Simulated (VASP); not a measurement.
# KCl (Fm-3m) in VASP: further runs, part 3 of 3

VASP 6.6.1.

## Step 4: Single point, r2SCAN (29.28 Å³/atom)

This run uses another cell than the first one, of 29.28 Å³/atom.

The input, POSCAR:

```
KCl
1.0
    0.0000000000      3.0822383035      3.0822383035
    3.0822383035      0.0000000000      3.0822383035
    3.0822383035      3.0822383035      0.0000000000
K Cl
1 1
Direct
    0.0000000000      0.0000000000      0.0000000000
    0.5000000000      0.5000000000      0.5000000000
```

The input, INCAR.step1:

```
PREC = Accurate
ENCUT = 520
ISMEAR = 0
SIGMA = 0.02
LREAL = False
LASPH = True
NELM = 80
NBANDS = 15
GGA = PE
ALGO = Normal
EDIFF = 1E-4
LWAVE = True
LCHARG = False
```

The input, INCAR.step2:

```
PREC = Accurate
ENCUT = 520
EDIFF = 1E-7
ISMEAR = 0
SIGMA = 0.02
LREAL = False
LASPH = True
NELM = 80
ALGO = Normal
ISIF = 2
LWAVE = False
LCHARG = False
METAGGA = R2SCAN
LMIXTAU = True
NBANDS = 15
ISTART = 1
```

The input, KPOINTS:

```
regular mesh
0
Gamma
  6 6 6
```

Potentials or basis: VASP PAW PBE potentials, release 64 (K_sv, Cl).

Run with:

```sh
> cat potpaw_PBE.64/K_sv/POTCAR potpaw_PBE.64/Cl/POTCAR > POTCAR
> cp INCAR.step1 INCAR
> mpirun -np 1 vasp_std > vasp.out
> cp INCAR.step2 INCAR
> mpirun -np 1 vasp_std > vasp.out
```

OUTCAR:

```text
PREC = Accurate
   ENCUT = 520
   EDIFF = 1E-7
   ISMEAR = 0
   LREAL = False
   LASPH = True
   NELM = 80
   ISIF = 2
   METAGGA = R2SCAN
   ISTART = 1

 ion  position               nearest neighbor table
   1  0.000  0.000  0.000-   2 3.08   2 3.08   2 3.08   2 3.08   2 3.08   2 3.08
   2  0.500  0.500  0.500-   1 3.08   1 3.08   1 3.08   1 3.08   1 3.08   1 3.08

  LATTYP: Found a face centered cubic cell.
 ALAT       =     6.1644766070

  Lattice vectors:

 A1 = (   0.0000000000,   3.0822383035,   3.0822383035)
 A2 = (   3.0822383035,   0.0000000000,   3.0822383035)
 A3 = (   3.0822383035,   3.0822383035,   0.0000000000)

Analysis of symmetry for initial positions (statically):
=====================================================================
 Subroutine PRICEL returns:
 Original cell was already a primitive cell.

 Routine SETGRP: Setting up the symmetry group for a
 face centered cubic supercell.

 Subroutine GETGRP returns: Found 48 space group operations
 (whereof 48 operations were pure point group operations)
 out of a pool of 48 trial point group operations.

The static configuration has the point symmetry O_h .

Analysis of symmetry for dynamics (positions and initial velocities):
=====================================================================
 Subroutine PRICEL returns:
 Original cell was already a primitive cell.

 Routine SETGRP: Setting up the symmetry group for a
 face centered cubic supercell.

 Subroutine GETGRP returns: Found 48 space group operations
 (whereof 48 operations were pure point group operations)
 out of a pool of 48 trial point group operations.

The dynamic configuration has the point symmetry O_h .

 Subroutine INISYM returns: Found 48 space group operations
 (whereof 48 operations are pure point group operations),
 and found     1 'primitive' translations

----------------------------------------------------------------------------------------

                                     Primitive cell

  volume of cell :      58.5637

  direct lattice vectors                    reciprocal lattice vectors
     0.000000000  3.082238304  3.082238304    -0.162219774  0.162219774  0.162219774
     3.082238304  0.000000000  3.082238304     0.162219774 -0.162219774  0.162219774
     3.082238304  3.082238304  0.000000000     0.162219774  0.162219774 -0.162219774

  length of vectors
     4.358943211  4.358943211  4.358943211     0.280972890  0.280972890  0.280972890

  position of ions in fractional coordinates (direct lattice)
     0.000000000  0.000000000  0.000000000
     0.500000000  0.500000000  0.500000000

  ion indices of the primitive-cell ions
   primitive index   ion index
                 1           1
                 2           2

----------------------------------------------------------------------------------------

 KPOINTS: regular mesh

Automatic generation of k-mesh.
 Grid dimensions read from file:
 generate k-points for:    6    6    6

 Generating k-lattice:

  Cartesian coordinates                     Fractional coordinates (reciprocal lattice)
    -0.027036629  0.027036629  0.027036629     0.166666667  0.000000000  0.000000000
[... 30 lines left out ...]
 -0.333333  0.333333  0.166667     24.000000
 -0.333333  0.500000  0.166667     12.000000
   k-points           NKPTS =     16   k-points in BZ     NKDIM =     16   number of bands    NBANDS=     15
   number of dos      NEDOS =    301   number of ions     NIONS =      2
   total plane-waves  NPLWV =  32768
   dimension x,y,z NGX =    32 NGY =   32 NGZ =   32
   dimension x,y,z NGXF=    64 NGYF=   64 NGZF=   64
   ions per type =               1   1
   NGX,Y,Z   is equivalent  to a cutoff of  12.20, 12.20, 12.20 a.u.
   NGXF,Y,Z  is equivalent  to a cutoff of  24.41, 24.41, 24.41 a.u.
 SYSTEM =  unknown system
   PREC   = accura    normal or accurate (medium, high low for compatibility)
   ISTART =      1    job   : 0-new  1-cont  2-samecut
   ICHARG =      0    charge: 1-file 2-atom 10-const
   ISPIN  =      1    spin polarized calculation?
   LNONCOLLINEAR =      F non collinear calculations
   LSORBIT =      F    spin-orbit coupling
   LASPH  =      T    aspherical Exc in radial PAW
   ENCUT  =  520.0 eV  38.22 Ry    6.18 a.u.   8.10  8.10  8.10*2*pi/ulx,y,z
   NELM   =     80;   NELMIN=  2; NELMDL=  0     # of ELM steps
   EDIFF  = 0.1E-06   stopping-criterion for ELM
   LREAL  =      F    real-space projection
   EDIFFG = 0.1E-05   stopping-criterion for IOM
   NSW    =      0    number of steps for IOM
   IBRION =     -1    ionic relax: 0-MD 1-quasi-New 2-CG
   NFREE  =      0    steps in history (QN), initial steepest desc. (CG)
   ISIF   =      2    stress and relaxation
   ISYM   =      2    0-nonsym 1-usesym 2-fastsym
   POTIM  = 0.5000    time-step for ionic-motion
   TEBEG  =    0.0;   TEEND  =   0.0 temperature during run
   PSTRESS=    0.0 pullay stress
   NELECT =      16.0000    total number of electrons
   NUPDOWN=      -1.0000    fix difference up-down
   EMIN   =  10.00;   EMAX   =-10.00  energy-range for DOS
   EFERMI =   0.00;   METHOD = LEGACY
   ISMEAR =     0;   SIGMA  =   0.02  broadening in eV -4-tet -1-fermi 0-gaus
   EFERMI_NEDOS =   21; number of points for ismear=-14 and -15
   IALGO  =     38    algorithm
   IMIX   =      4    mixing-type and parameters
     AMIX     =   0.40;   BMIX     =  1.00
     AMIX_MAG =   1.60;   BMIX_MAG =  1.00
  volume/ion in A,a.u.               =      29.28       197.60
  Fermi-wavevector in a.u.,A,eV,Ry     =   1.062279  2.007416 15.353314  1.128437
  Thomas-Fermi vector in A             =   2.197724
   LORBIT       =      0    0 simple, 1 ext, 2 COOP (PROOUT), +10 PAW based schemes
   METAGGA = R2SCAN    functional components
   LHFCALC =     F    Hartree Fock is set to
   AEXX    =    0.0000 exact exchange contribution
   IVDW    =     0    specifies the selected vdW correction
   LEPSILON=     F    determine dielectric tensor
   LRPA    =     F    only Hartree local field effects (RPA)
 non-spin polarized calculation
 Gauss-broadening in eV      SIGMA  =   0.02
  energy-cutoff  :      520.00
  volume of cell :       58.56
 maximum number of plane-waves:      1591
   NGX = 17   NGY = 17   NGZ = 17

 number of electron      16.0000000 magnetization

 Free energy of the ion-electron system (eV)
  ---------------------------------------------------
  ext. energy  EPLUGINS =         0.00000000
  ---------------------------------------------------
  free energy    TOTEN  =       -16.49032126 eV

  energy without entropy =      -16.49032126  energy(sigma->0) =      -16.49032126

 E-fermi :  -1.8777     XC(G=0):  -8.2339

 val. band max:       -2.0068177105   @ k =   0.0000   0.0000   0.0000
 cond. band min:       4.0515004341   @ k =   0.0000   0.0000   0.0000
 fundamental gap:      6.0583181445
 Fermi energy:        -1.8776944473

 k-point     1 :       0.0000    0.0000    0.0000
  band No.  band energies     occupation
      1     -30.1295      2.00000
      2     -14.7520      2.00000
      3     -12.8223      2.00000
      4     -12.8223      2.00000
      5     -12.8223      2.00000
      6      -2.0068      2.00000
      7      -2.0068      2.00000
      8      -2.0068      2.00000
      9       4.0515      0.00000
     10       7.0451      0.00000
     11       7.0451      0.00000
     12       7.0452      0.00000
     13       8.1249      0.00000
     14       8.1249      0.00000
[... 257 lines left out ...]
      2     -14.7116      2.00000
      3     -12.9729      2.00000
      4     -12.9188      2.00000
      5     -12.7659      2.00000
      6      -2.6254      2.00000
      7      -2.4751      2.00000
      8      -2.3943      2.00000
      9       5.7793      0.00000
     10       7.6959      0.00000
     11       8.2686      0.00000
     12       9.3320      0.00000
     13      10.0532      0.00000
     14      10.7609      0.00000
     15      11.4727      0.00000

------------------------ aborting loop because EDIFF is reached ----------------------------------------

  FORCE on cell =-STRESS in cart. coord.  units (eV):
  Direction    XX          YY          ZZ          XY          YZ          ZX
  --------------------------------------------------------------------------------------
  -------------------------------------------------------------------------------------
  Total        0.4993358      0.4993358      0.4993358     -0.0000000     -0.0000000      0.0000000
  in kB       13.6607530     13.6607530     13.6607530     -0.0000000     -0.0000000      0.0000000
  external PRESSURE =      13.6607530 kB  Pullay stress =       0.0000000 kB

 VOLUME and BASIS-vectors are now :
 -----------------------------------------------------------------------------
  energy-cutoff  :      520.00
  volume of cell :       58.56
      direct lattice vectors                 reciprocal lattice vectors
     0.000000000  3.082238304  3.082238304    -0.162219774  0.162219774  0.162219774
     3.082238304  0.000000000  3.082238304     0.162219774 -0.162219774  0.162219774
     3.082238304  3.082238304  0.000000000     0.162219774  0.162219774 -0.162219774

 POSITION                                       TOTAL-FORCE (eV/Angst)
 -----------------------------------------------------------------------------------
      0.00000      0.00000      0.00000         0.000000      0.000000      0.000000
      3.08224      3.08224      3.08224        -0.000000     -0.000000     -0.000000
 -----------------------------------------------------------------------------------
    total drift:                                0.000000     -0.000000     -0.000000

  FREE ENERGIE OF THE ION-ELECTRON SYSTEM (eV)
  ---------------------------------------------------
  free  energy   TOTEN  =       -16.4903212599 eV

  energy  without entropy=      -16.4903212599  energy(sigma->0) =      -16.49032126
```

It took 1.7 min on 1 thread of Intel Xeon 8259CL, shared host; peak memory 0.19 GiB.

What came out:

| Quantity | Value |
| --- | --- |
| Free energy | -16.4903 eV |
| Pressure | 1.4 GPa |
| Band gap on the k mesh | 6.06 eV |

Caveat: the PAW data sets were made with another functional, which shifts forces and pressure a little.

## Step 5: Single point, r2SCAN (30.22 Å³/atom)

This run uses another cell than the first one, of 30.22 Å³/atom.

The input, POSCAR:

```
KCl
1.0
    0.0000000000      3.1146853016      3.1146853016
    3.1146853016      0.0000000000      3.1146853016
    3.1146853016      3.1146853016      0.0000000000
K Cl
1 1
Direct
    0.0000000000      0.0000000000      0.0000000000
    0.5000000000      0.5000000000      0.5000000000
```

The input, INCAR.step1:

```
SYSTEM = KCl
PREC = Accurate
ENCUT = 520
ISMEAR = 0
SIGMA = 0.02
LREAL = .False.
LASPH = .True.
NELM = 80
NBANDS = 15
GGA = PE
ALGO = Normal
EDIFF = 1E-4
LWAVE = .True.
LCHARG = .False.
```

The input, INCAR.step2:

```
SYSTEM = KCl
PREC = Accurate
ENCUT = 520
EDIFF = 1E-6
ISMEAR = 0
SIGMA = 0.02
LREAL = .False.
LASPH = .True.
NELM = 80
ALGO = Normal
ISIF = 2
LWAVE = .False.
LCHARG = .False.
METAGGA = R2SCAN
LMIXTAU = .True.
NBANDS = 15
ISTART = 1
```

The input, KPOINTS:

```
Automatic mesh
0
Gamma
  6 6 6
  0 0 0
```

Potentials or basis: VASP PAW PBE potentials, release 64 (K_sv, Cl).

Run with:

```sh
> cat potpaw_PBE.64/K_sv/POTCAR potpaw_PBE.64/Cl/POTCAR > POTCAR
> cp INCAR.step1 INCAR
> mpirun -np 1 vasp_std > vasp.out
> cp INCAR.step2 INCAR
> mpirun -np 1 vasp_std > vasp.out
```

OUTCAR:

```text
SYSTEM = KCl
   PREC = Accurate
   ENCUT = 520
   EDIFF = 1E-6
   ISMEAR = 0
   LREAL = .False.
   LASPH = .True.
   NELM = 80
   ISIF = 2
   METAGGA = R2SCAN
   ISTART = 1

 ion  position               nearest neighbor table
   1  0.000  0.000  0.000-   2 3.11   2 3.11   2 3.11   2 3.11   2 3.11   2 3.11
   2  0.500  0.500  0.500-   1 3.11   1 3.11   1 3.11   1 3.11   1 3.11   1 3.11

  LATTYP: Found a face centered cubic cell.
 ALAT       =     6.2293706032

  Lattice vectors:

[... 466 lines left out ...]

  FORCE on cell =-STRESS in cart. coord.  units (eV):
  Direction    XX          YY          ZZ          XY          YZ          ZX
  --------------------------------------------------------------------------------------
  -------------------------------------------------------------------------------------
  Total        0.2338595      0.2338595      0.2338595      0.0000000      0.0000000      0.0000000
  in kB        6.2000188      6.2000188      6.2000188      0.0000000      0.0000000      0.0000000
  external PRESSURE =       6.2000188 kB  Pullay stress =       0.0000000 kB

 VOLUME and BASIS-vectors are now :
 -----------------------------------------------------------------------------
  energy-cutoff  :      520.00
  volume of cell :       60.43
      direct lattice vectors                 reciprocal lattice vectors
     0.000000000  3.114685302  3.114685302    -0.160529861  0.160529861  0.160529861
     3.114685302  0.000000000  3.114685302     0.160529861 -0.160529861  0.160529861
     3.114685302  3.114685302  0.000000000     0.160529861  0.160529861 -0.160529861

 POSITION                                       TOTAL-FORCE (eV/Angst)
 -----------------------------------------------------------------------------------
      0.00000      0.00000      0.00000         0.000000      0.000000     -0.000000
      3.11469      3.11469      3.11469        -0.000000     -0.000000      0.000000
 -----------------------------------------------------------------------------------
    total drift:                                0.000000      0.000000      0.000000

  FREE ENERGIE OF THE ION-ELECTRON SYSTEM (eV)
  ---------------------------------------------------
  free  energy   TOTEN  =       -16.5024492125 eV

  energy  without entropy=      -16.5024492125  energy(sigma->0) =      -16.50244921
```

OUTCAR.step1:

```text
SYSTEM = KCl
   PREC = Accurate
   ENCUT = 520
   ISMEAR = 0
   LREAL = .False.
   LASPH = .True.
[... 499 lines left out ...]
      0.00000      0.00000      0.00000        -0.000000     -0.000000      0.000000
      3.11469      3.11469      3.11469         0.000000      0.000000      0.000000
 -----------------------------------------------------------------------------------
    total drift:                                0.000000      0.000000      0.000000

  FREE ENERGIE OF THE ION-ELECTRON SYSTEM (eV)
  ---------------------------------------------------
  free  energy   TOTEN  =        -6.7905063929 eV

  energy  without entropy=       -6.7905063929  energy(sigma->0) =       -6.79050639
```

It took 1.9 min on 1 thread of Intel Xeon 8259CL, shared host; peak memory 0.21 GiB.

What came out:

- Free energy: -16.5024 eV
- Pressure: 0.6 GPa
- Band gap on the k mesh: 5.94 eV

Levels at points of the mesh, in eV from the valence-band top:
| k point | band 6 | band 7 | band 8 | band 9 | band 10 | band 11 |
| --- | --- | --- | --- | --- | --- | --- |
| (0.00, 0.00, 0.00) | 0.00 | 0.00 | 0.00 | 5.94 | 9.04 | 9.04 |
| (0.50, 0.00, 0.00) | -1.10 | -0.35 | -0.35 | 8.22 | 9.36 | 11.42 |
| (0.50, 0.50, 0.00) | -0.69 | -0.23 | -0.23 | 7.00 | 9.36 | 10.88 |

Caveat: the PAW data sets were made with another functional, which shifts forces and pressure a little.

## Step 6: Single point, r2SCAN

This run uses another cell than the first one, of 31.15 Å³/atom.

The input, POSCAR:

```
KCl
1.0
    0.0000000000      3.1464700000      3.1464700000
    3.1464700000      0.0000000000      3.1464700000
    3.1464700000      3.1464700000      0.0000000000
K Cl
1 1
Direct
    0.0000000000      0.0000000000      0.0000000000
    0.5000000000      0.5000000000      0.5000000000
```

The input, INCAR.step1:

```
SYSTEM = KCl
ALGO = Normal
EDIFF = 1E-4
ENCUT = 520
GGA = PE
ISMEAR = 0
LASPH = .TRUE.
LCHARG = .FALSE.
LREAL = .FALSE.
LWAVE = .TRUE.
NBANDS = 15
NELM = 100
PREC = Accurate
SIGMA = 0.1
```

The input, INCAR.step2:

```
SYSTEM = KCl
ALGO = Normal
EDIFF = 1E-6
ENCUT = 520
ISIF = 2
ISMEAR = 0
ISTART = 1
LASPH = .TRUE.
LCHARG = .TRUE.
LELF = .TRUE.
LMIXTAU = .TRUE.
LREAL = .FALSE.
LVHAR = .TRUE.
LWAVE = .FALSE.
METAGGA = R2SCAN
NBANDS = 15
NELM = 100
PREC = Accurate
SIGMA = 0.1
```

The input, KPOINTS:

```
k-points
0
G
  6 6 6
  0 0 0
```

Potentials or basis: VASP PAW PBE potentials, release 64 (K_sv, Cl).

Run with:

```sh
> cat potpaw_PBE.64/K_sv/POTCAR potpaw_PBE.64/Cl/POTCAR > POTCAR
> cp INCAR.step1 INCAR
> mpirun -np 1 vasp_std > vasp.out
> cp INCAR.step2 INCAR
> mpirun -np 1 vasp_std > vasp.out
```

Wall time 2.5 min (1 thread of Intel Xeon 8259CL, shared host); peak memory 0.21 GiB.

It converged, with:

```yaml
Free_energy: -16.5065 eV
Pressure: 0.0 GPa
Band_gap_on_the_k_mesh: 5.83 eV
```

Levels at points of the mesh, in eV from the valence-band top:
| k point | band 6 | band 7 | band 8 | band 9 | band 10 | band 11 |
| --- | --- | --- | --- | --- | --- | --- |
| (0.00, 0.00, 0.00) | 0.00 | 0.00 | 0.00 | 5.83 | 9.03 | 9.03 |
| (0.50, 0.00, 0.00) | -1.05 | -0.32 | -0.32 | 8.13 | 9.24 | 11.32 |
| (0.50, 0.50, 0.00) | -0.67 | -0.23 | -0.23 | 7.03 | 9.22 | 10.69 |

Caveat: the PAW data sets were made with another functional, which shifts forces and pressure a little.

## Step 7: Overview

| cell | smearing | gap on the mesh (eV) | pressure (GPa) |
| --- | --- | --- | --- |
| a = 4.264 Å, angles 60.0°, 2 atoms | gaussian 0.02 eV | 6.32 | 3.4 |
| a = 4.312 Å, angles 60.0°, 2 atoms | gaussian 0.02 eV | 6.19 | 2.3 |
| a = 4.359 Å, angles 60.0°, 2 atoms | gaussian 0.02 eV | 6.06 | 1.4 |
| a = 4.405 Å, angles 60.0°, 2 atoms | gaussian 0.02 eV | 5.94 | 0.6 |
| a = 4.450 Å, angles 60.0°, 2 atoms | gaussian 0.1 eV | 5.83 | 0.0 |

Alike in all rows: task single point; level r2SCAN; potentials or basis VASP PAW PBE potentials, release 64 (K_sv, Cl); no spin polarisation; k mesh 6 × 6 × 6; cutoff (eV) 520.

Caveats: the PAW data sets were made with another functional, which shifts forces and pressure a little; the cell stands under pressure (at least some runs).

Total energies depend on the potentials used, so only differences within one code and one set of settings carry meaning.

## Step 8: Comparison with measurements

Step 5. Measured gap of KCl: 8.68 eV (a printed reference work, monograph). This calculation gives 5.94 eV (-2.74 eV). The value is that of r2SCAN, without temperature or zero-point motion.

Step 6. A measured gap of KCl is 8.68 eV (a printed reference work, monograph); the calculated 5.83 eV misses it by -2.85 eV. The value is that of r2SCAN, without temperature or zero-point motion.
